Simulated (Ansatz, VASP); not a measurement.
# One calculation of Zr, two programs

```xyz
1
Lattice="0.0000 2.2941 2.2941 2.2941 0.0000 2.2941 2.2941 2.2941 0.0000" Properties=species:S:1:pos:R:3 pbc="T T T"
Zr    0.0000    0.0000    0.0000
```

Alike in both runs: task single point; functional LDA; k mesh 14 × 14 × 14; occupations fermi-dirac, width 0.1 eV; no spin polarisation.

```csv
,VASP,Ansatz
version,VASP 6.6.1,Ansatz 0.2.0
potentials or method,"VASP PAW LDA potentials, release 64 (Zr_sv)","plane waves (420 eV) with PAW, scalar-relativistic"
plane-wave cutoff (eV),520,420
valence electrons in the cell,12,12
```

Ansatz gave:

```
pressure (GPa) : -9.4
```

Task: What did VASP give for the same quantities?

Result: Pressure (GPa): -9.3.

Ansatz warned: «pseudo_functional_mismatch».
